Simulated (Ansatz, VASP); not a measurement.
# BaS: VASP beside Ansatz

Aim: how closely do two programs agree when they are given the same cell, functional and k mesh? Other levels of theory on this material are compared in a session of their own.

Main program and level: Ansatz 0.2.0; plane waves, with VASP 6.6.1 beside it; dielectric response at PBE.

## 1. The starting structure

It takes space group Fm-3m (No. 225, cubic). The conventional cell has a = 6.388 Å, b = 6.388 Å, c = 6.388 Å, α = 90.00°, β = 90.00°, γ = 90.00°. Nearest to Ba lie 6 S at 3.19 Å. Nearest to S lie 6 Ba at 3.19 Å. Farther neighbours and most contacts between anions are not listed.

## 2. VASP: dielectric response, PBE

The response to a field tests empty states and converges slowly with the mesh.

Lines of VASP's logs that name or quote its potential files are left out, and so is its time.

INCAR

```
SYSTEM = BaS
PREC = Accurate
ENCUT = 400
EDIFF = 1E-08
NELM = 100
ISMEAR = 0
SIGMA = 0.01
LREAL = .FALSE.
ALGO = Normal
GGA = PE
NBANDS = 14
LWAVE = .FALSE.
LCHARG = .FALSE.
KPAR = 4
LEPSILON = .TRUE.
```

POSCAR

```
BaS
1.0
    0.0000000000      3.1937500000      3.1937500000
    3.1937500000      0.0000000000      3.1937500000
    3.1937500000      3.1937500000      0.0000000000
Ba S
1 1
Direct
    0.0000000000      0.0000000000      0.0000000000
    0.5000000000      0.5000000000      0.5000000000
```

KPOINTS

```
Automatic mesh
0
Gamma
9 9 9
0 0 0
```

The projector-augmented-wave data sets are Ba_sv and S (PBE family, release 64).

Run with:

```bash
> mpirun -np 4 vasp_std
```

Numbers of over 12 decimals in the logs are rounded to 6 here.

What it wrote:

```text
[banner, memory and clock lines left out]
running    4 mpi-ranks, on    1 nodes
 distrk:  each k-point on    1 cores,    4 groups
 distr:  one band on    1 cores,    1 groups

 POSCAR found type information on POSCAR BaS
 POSCAR found :  2 types and       2 ions
 LDA part: xc-table for (Slater+PW92), standard interpolation
 POSCAR, INCAR and KPOINTS ok, starting setup
 FFT: planning ... GRIDC
 FFT: planning ... GRID_SOFT
 FFT: planning ... GRID
 WAVECAR not read
 entering main loop
       N       E                     dE             d eps       ncg     rms          rms(c)
DAV:   1     0.737280429303E+02    0.73728E+02   -0.58347E+03   980   0.800E+02
DAV:   2    -0.659253157019E+01   -0.80321E+02   -0.72427E+02  1332   0.163E+02
DAV:   3    -0.105946596979E+02   -0.40021E+01   -0.39697E+01  1338   0.389E+01
DAV:   4    -0.106633364601E+02   -0.68677E-01   -0.68651E-01  1222   0.545E+00
DAV:   5    -0.106653734388E+02   -0.20370E-02   -0.20369E-02  1372   0.716E-01    0.481E+00
DAV:   6    -0.101655322619E+02    0.49984E+00   -0.79800E-01  1166   0.528E+00    0.333E+00
DAV:   7    -0.101692185357E+02   -0.36863E-02   -0.22576E-01  1304   0.257E+00    0.212E+00
DAV:   8    -0.101823296432E+02   -0.13111E-01   -0.27379E-02  1078   0.112E+00    0.218E-01
DAV:   9    -0.101829800398E+02   -0.65040E-03   -0.45285E-03  1282   0.476E-01    0.146E-01
DAV:  10    -0.101838311783E+02   -0.85114E-03   -0.95687E-04  1046   0.202E-01    0.458E-02
DAV:  11    -0.101839401316E+02   -0.10895E-03   -0.14696E-04  1160   0.728E-02    0.158E-02
DAV:  12    -0.101839441803E+02   -0.40486E-05   -0.83642E-06  1214   0.189E-02    0.679E-03
DAV:  13    -0.101839440173E+02    0.16293E-06   -0.44353E-07  1190   0.399E-03    0.241E-03
DAV:  14    -0.101839440732E+02   -0.55901E-07   -0.53012E-08  1214   0.149E-03    0.526E-04
DAV:  15    -0.101839440618E+02    0.11406E-07   -0.16274E-09   718   0.285E-04    0.597E-04
DAV:  16    -0.101839440544E+02    0.74665E-08   -0.23653E-10   598   0.102E-04
   1 F= -.10183944E+02 E0= -.10183944E+02  d E =-.359016E-17
 Linear response reoptimize wavefunctions to high precision
DAV:   1    -0.101839440593E+02   -0.49488E-08   -0.21091E-10   670   0.112E-04
DAV:   2    -0.101839440593E+02   -0.20009E-10   -0.42225E-11   562   0.382E-05
 Linear response G [H, r] |phi>, progress :
  Direction:   1
       N       E                     dE             d eps       ncg     rms
RMM:   1    -0.605271068463E+02   -0.60527E+02    0.32073E+02  2230   0.845E+01
RMM:   2    -0.640396264947E+02   -0.35125E+01   -0.11996E+01  1820   0.150E+01
RMM:   3    -0.643639143966E+02   -0.32429E+00   -0.20593E+00  2069   0.432E+00
RMM:   4    -0.643897674299E+02   -0.25853E-01   -0.13746E-01  2159   0.103E+00
RMM:   5    -0.643919802769E+02   -0.22128E-02   -0.74085E-03  2183   0.267E-01
RMM:   6    -0.643922192387E+02   -0.23896E-03    0.43412E-04  2216   0.739E-02
RMM:   7    -0.643922558804E+02   -0.36642E-04    0.13405E-03  2236   0.244E-02
RMM:   8    -0.643922583898E+02   -0.25094E-05    0.17359E-03  2192   0.790E-03
RMM:   9    -0.643922595501E+02   -0.11603E-05   -0.14960E-05  2122   0.257E-03
RMM:  10    -0.643922592823E+02    0.26781E-06    0.24334E-04  2047   0.873E-04
RMM:  11    -0.643922593503E+02   -0.67979E-07   -0.12693E-05  1892   0.327E-04
RMM:  12    -0.643922593863E+02   -0.36008E-07    0.23892E-05  1513   0.137E-04
RMM:  13    -0.643922594057E+02   -0.19484E-07   -0.30499E-06  1204   0.801E-05
RMM:  14    -0.643922594798E+02   -0.74043E-07   -0.52799E-07   999   0.614E-05
RMM:  15    -0.643922594707E+02    0.91240E-08   -0.18486E-06   910   0.577E-05
RMM:  16    -0.643922594739E+02   -0.32339E-08   -0.34427E-07   836   0.571E-05
RMM:  17    -0.643922594746E+02   -0.67909E-09   -0.12997E-06   789   0.570E-05
 Linear response G [H, r] |phi>, progress :
  Direction:   2
       N       E                     dE             d eps       ncg     rms
RMM:   1    -0.498267067853E+02   -0.49827E+02    0.42599E+02  2211   0.871E+01
RMM:   2    -0.541696745431E+02   -0.43430E+01   -0.88690E+00  1819   0.148E+01
RMM:   3    -0.544184704753E+02   -0.24880E+00   -0.13565E+00  2078   0.416E+00
RMM:   4    -0.544373971684E+02   -0.18927E-01   -0.85876E-02  2185   0.978E-01
RMM:   5    -0.544392845890E+02   -0.18874E-02   -0.54880E-03  2198   0.261E-01
RMM:   6    -0.544394609673E+02   -0.17638E-03   -0.21794E-03  2249   0.749E-02
RMM:   7    -0.544394937196E+02   -0.32752E-04    0.23016E-04  2263   0.240E-02
RMM:   8    -0.544394956928E+02   -0.19732E-05    0.12267E-05  2234   0.792E-03
RMM:   9    -0.544394960838E+02   -0.39097E-06    0.77923E-05  2198   0.240E-03
RMM:  10    -0.544394961469E+02   -0.63078E-07   -0.47389E-05  2115   0.756E-04
RMM:  11    -0.544394961476E+02   -0.72882E-09    0.10936E-05  1932   0.257E-04
RMM:  12    -0.544394964003E+02   -0.25274E-06   -0.16420E-05  1518   0.102E-04
RMM:  13    -0.544394963572E+02    0.43131E-07   -0.21522E-06  1196   0.608E-05
[...]
RMM:   5    -0.587339634207E+02   -0.23546E-02   -0.71117E-03  2111   0.256E-01
RMM:   6    -0.587342010846E+02   -0.23766E-03   -0.10405E-03  2122   0.733E-02
RMM:   7    -0.587342267392E+02   -0.25655E-04   -0.60971E-05  2071   0.239E-02
RMM:   8    -0.587342294712E+02   -0.27320E-05   -0.33421E-04  1951   0.765E-03
RMM:   9    -0.587342299108E+02   -0.43953E-06   -0.46937E-05  1900   0.244E-03
[...]
RMM:  10    -0.706400599171E+00    0.29578E-08   -0.36079E-07  1407   0.572E-05
RMM:  11    -0.706400582613E+00    0.16558E-07   -0.99637E-07  1072   0.421E-05
RMM:  12    -0.706400585858E+00   -0.32444E-08    0.67961E-08   977   0.405E-05
 change of polarisation eV/A/(eV/A) component  2 :     0.257     1.413    -0.080
 dielectric tensor                  component  2 :     0.713     4.924    -0.222
 Linear response to external field (no local field effect), progress :
  Direction:   3
       N       E                     dE             d eps       ncg     rms          rms(c)
RMM:   1    -0.612822754803E+00   -0.61282E+00   -0.21245E+00  2157   0.344E+00
RMM:   2    -0.621284660115E+00   -0.84619E-02   -0.68104E-02  1986   0.777E-01
RMM:   3    -0.622918639934E+00   -0.16340E-02   -0.32438E-03  2067   0.181E-01
RMM:   4    -0.623033753342E+00   -0.11511E-03   -0.22521E-04  2133   0.463E-02
RMM:   5    -0.623041531599E+00   -0.77783E-05   -0.18128E-05  2133   0.129E-02
RMM:   6    -0.623042175774E+00   -0.64417E-06   -0.20776E-06  1978   0.382E-03
RMM:   7    -0.623042247254E+00   -0.71480E-07   -0.31326E-05  1876   0.128E-03
RMM:   8    -0.623042254895E+00   -0.76416E-08   -0.18565E-06  1915   0.414E-04
RMM:   9    -0.623042254888E+00    0.70741E-11   -0.25648E-06  1706   0.138E-04
RMM:  10    -0.623042249460E+00    0.54285E-08   -0.11271E-07  1237   0.524E-05
RMM:  11    -0.623042242215E+00    0.72449E-08   -0.39296E-07   917   0.398E-05
RMM:  12    -0.623042242210E+00    0.44156E-11    0.21166E-08   798   0.388E-05
 change of polarisation eV/A/(eV/A) component  3 :     0.076    -0.080     1.246
 dielectric tensor                  component  3 :     0.212    -0.222     4.461
 Linear response to external field, progress :
  Direction:   1
       N       E                     dE             d eps       ncg     rms          rms(c)
RMM:   1    -0.756549692596E+00   -0.75655E+00   -0.30817E+00  4686   0.360E+00
RMM:   2    -0.777840809206E+00   -0.21291E-01   -0.75663E-02  4332   0.825E-01    0.161E+00
RMM:   3    -0.717872645131E+00    0.59968E-01   -0.11341E-01  3838   0.144E+00    0.816E-01
RMM:   4    -0.746294639404E+00   -0.28422E-01   -0.64867E-02  3822   0.115E+00    0.284E-01
RMM:   5    -0.778524646642E+00   -0.32230E-01   -0.34284E-03  3773   0.390E-01    0.599E-02
RMM:   6    -0.781463850693E+00   -0.29392E-02   -0.54566E-04  4291   0.960E-02    0.292E-02
RMM:   7    -0.782511064390E+00   -0.10472E-02   -0.11682E-04  4083   0.406E-02    0.772E-03
RMM:   8    -0.783043111171E+00   -0.53205E-03   -0.29081E-05  4198   0.153E-02    0.203E-03
RMM:   9    -0.783048104531E+00   -0.49934E-05   -0.17618E-05  4624   0.414E-03    0.954E-04
RMM:  10    -0.783106688707E+00   -0.58584E-04   -0.14678E-05  4146   0.228E-03    0.206E-04
RMM:  11    -0.783091474156E+00    0.15215E-04   -0.29499E-06  4499   0.685E-04    0.462E-05
RMM:  12    -0.783091164986E+00    0.30917E-06   -0.22618E-06  4395   0.246E-04    0.433E-05
RMM:  13    -0.783090994101E+00    0.17089E-06   -0.73944E-07  3549   0.964E-05    0.132E-05
RMM:  14    -0.783091121743E+00   -0.12764E-06   -0.19916E-07  2213   0.484E-05    0.536E-06
 change of polarisation eV/A/(eV/A) component  1 :     1.398     0.157     0.050
 dielectric tensor                  component  1 :     4.884     0.436     0.138
 Linear response to external field, progress :
  Direction:   2
       N       E                     dE             d eps       ncg     rms          rms(c)
RMM:   1    -0.756959282161E+00   -0.75696E+00   -0.30858E+00  4703   0.360E+00
RMM:   2    -0.777848698313E+00   -0.20889E-01   -0.75609E-02  4358   0.827E-01    0.161E+00
RMM:   3    -0.717887487987E+00    0.59961E-01   -0.11336E-01  3850   0.144E+00    0.816E-01
RMM:   4    -0.746323934620E+00   -0.28436E-01   -0.65129E-02  3832   0.115E+00    0.284E-01
RMM:   5    -0.778553537098E+00   -0.32230E-01   -0.34197E-03  3786   0.390E-01    0.595E-02
RMM:   6    -0.781461096742E+00   -0.29076E-02   -0.54567E-04  4324   0.956E-02    0.289E-02
RMM:   7    -0.782514515038E+00   -0.10534E-02   -0.69124E-05  4106   0.405E-02    0.762E-03
RMM:   8    -0.783043986976E+00   -0.52947E-03   -0.50129E-05  4221   0.153E-02    0.202E-03
RMM:   9    -0.783048628903E+00   -0.46419E-05   -0.16936E-05  4637   0.422E-03    0.924E-04
RMM:  10    -0.783105998807E+00   -0.57370E-04   -0.19856E-05  4191   0.227E-03    0.198E-04
RMM:  11    -0.783091447999E+00    0.14551E-04   -0.28296E-06  4533   0.674E-04    0.526E-05
RMM:  12    -0.783091019248E+00    0.42875E-06   -0.34203E-06  4443   0.237E-04    0.400E-05
RMM:  13    -0.783091033676E+00   -0.14428E-07   -0.67399E-07  3549   0.921E-05    0.150E-05
RMM:  14    -0.783091153532E+00   -0.11986E-06   -0.28828E-07  2233   0.478E-05    0.532E-06
 change of polarisation eV/A/(eV/A) component  2 :     0.129     1.398    -0.000
 dielectric tensor                  component  2 :     0.358     4.884    -0.000
 Linear response to external field, progress :
  Direction:   3
       N       E                     dE             d eps       ncg     rms          rms(c)
RMM:   1    -0.756959547530E+00   -0.75696E+00   -0.30858E+00  4702   0.360E+00
RMM:   2    -0.777849030419E+00   -0.20889E-01   -0.75628E-02  4358   0.827E-01    0.161E+00
RMM:   3    -0.717887284534E+00    0.59962E-01   -0.11337E-01  3849   0.144E+00    0.816E-01
RMM:   4    -0.746324002124E+00   -0.28437E-01   -0.65131E-02  3835   0.115E+00    0.284E-01
RMM:   5    -0.778553958021E+00   -0.32230E-01   -0.34208E-03  3786   0.390E-01    0.595E-02
RMM:   6    -0.781459660455E+00   -0.29057E-02   -0.54424E-04  4323   0.956E-02    0.289E-02
RMM:   7    -0.782514571760E+00   -0.10549E-02   -0.10487E-04  4104   0.405E-02    0.764E-03
RMM:   8    -0.783044852517E+00   -0.53028E-03   -0.36813E-05  4223   0.153E-02    0.205E-03
RMM:   9    -0.783048444932E+00   -0.35924E-05   -0.24396E-05  4633   0.422E-03    0.941E-04
RMM:  10    -0.783106444735E+00   -0.58000E-04   -0.16010E-05  4181   0.229E-03    0.178E-04
RMM:  11    -0.783091500474E+00    0.14944E-04   -0.48234E-06  4541   0.688E-04    0.499E-05
RMM:  12    -0.783091065293E+00    0.43518E-06   -0.28670E-06  4416   0.240E-04    0.411E-05
RMM:  13    -0.783091031728E+00    0.33565E-07   -0.63512E-07  3553   0.946E-05    0.143E-05
RMM:  14    -0.783091156077E+00   -0.12435E-06   -0.28228E-07  2247   0.477E-05    0.546E-06
 change of polarisation eV/A/(eV/A) component  3 :     0.020     0.109     1.398
 dielectric tensor                  component  3 :     0.055     0.302     4.884
 Born effective charges drift removed
```

OUTCAR, selected parts (step 2):

```text
ion  position               nearest neighbor table
   1  0.000  0.000  0.000-   2 3.19   2 3.19   2 3.19   2 3.19   2 3.19   2 3.19
   2  0.500  0.500  0.500-   1 3.19   1 3.19   1 3.19   1 3.19   1 3.19   1 3.19

  LATTYP: Found a face centered cubic cell.
 ALAT       =     6.3875000000

 Subroutine GETGRP returns: Found 48 space group operations
 (whereof 48 operations were pure point group operations)

The static configuration has the point symmetry O_h .

 Found     35 irreducible k-points:

   k-points           NKPTS =     35   k-points in BZ     NKDIM =     35   number of bands    NBANDS=     14

   dimension x,y,z NGX =    30 NGY =   30 NGZ =   30
   dimension x,y,z NGXF=    60 NGYF=   60 NGZF=   60

   ENCUT  =  400.0 eV  29.40 Ry    5.42 a.u.   7.37  7.37  7.37*2*pi/ulx,y,z

   NELECT =      16.0000    total number of electrons

 k-points in reciprocal lattice and weights: Automatic mesh
   0.00000000  0.00000000  0.00000000       0.001
   0.11111111  0.00000000  0.00000000       0.011
   0.22222222  0.00000000  0.00000000       0.011
   0.33333333  0.00000000  0.00000000       0.011
   0.44444444  0.00000000  0.00000000       0.011
   0.11111111  0.11111111  0.00000000       0.008
   0.22222222  0.11111111  0.00000000       0.033
   0.33333333  0.11111111  0.00000000       0.033
   0.44444444  0.11111111  0.00000000       0.033
[...]
-0.33333333  0.44444444  0.11111111       0.033
  -0.33333333  0.44444444  0.22222222       0.033

 average (electrostatic) potential at core
       1 -36.7256       2 -87.6787

  Total        0.5818334      0.5818334      0.5818334      0.0000000      0.0000000      0.0000000
  in kB       14.3079183     14.3079183     14.3079183      0.0000000      0.0000000      0.0000000
  external PRESSURE =      14.3079183 kB  Pullay stress =       0.0000000 kB

  energy-cutoff  :      400.00
  volume of cell :       65.15
      direct lattice vectors                 reciprocal lattice vectors
     0.000000000  3.193750000  3.193750000    -0.156555773  0.156555773  0.156555773
     3.193750000  0.000000000  3.193750000     0.156555773 -0.156555773  0.156555773
     3.193750000  3.193750000  0.000000000     0.156555773  0.156555773 -0.156555773

 POSITION                                       TOTAL-FORCE (eV/Angst)
 -----------------------------------------------------------------------------------
      0.00000      0.00000      0.00000        -0.000000     -0.000000     -0.000000
      3.19375      3.19375      3.19375         0.000000      0.000000      0.000000
 -----------------------------------------------------------------------------------
    total drift:                               -0.000000      0.000000      0.000000

 MACROSCOPIC STATIC DIELECTRIC TENSOR (including local field effects in DFT)
 ------------------------------------------------------
           4.883668     0.000000     0.000000
           0.000000     4.883668     0.000000
           0.000000    -0.000000     4.883668
 ------------------------------------------------------

 PIEZOELECTRIC TENSOR (including local field effects)  for field in x, y, z        (C/m^2)
          XX          YY          ZZ          XY          YZ          ZX
  --------------------------------------------------------------------------------
  x     0.00000     0.00000     0.00000     0.00000     0.00000     0.00000
  y     0.00000     0.00000     0.00000     0.00000     0.00000     0.00000
  z     0.00000     0.00000     0.00000     0.00000     0.00000     0.00000

 BORN EFFECTIVE CHARGES (including local field effects) (in |e|, cummulative output)
 ---------------------------------------------------------------------------------
 ion    1
    1     2.61790     0.00000     0.00000
    2     0.00000     2.61790     0.00000
    3     0.00000     0.00000     2.61790
 ion    2
    1    -2.61790     0.00000     0.00000
    2     0.00000    -2.61790     0.00000
    3     0.00000     0.00000    -2.61790
```

The dielectric response converges more slowly with the mesh than energies do, so tensor and charges may still move on a finer one.

(Continued in part 2 of 2.)

[Lines on the potential files, build, host, timing and source positions are cut from VASP's logs without a mark.]

[Logs are printed without paths, hosts, clocks, repeated set-up lines and the standing remarks that a program may print on its own settings, such as how far it seeks lower states.]

[Hosts, paths, dates, database ids (printed as entryN), source tags and the programs' standing remarks are cut or masked in the printed files.]
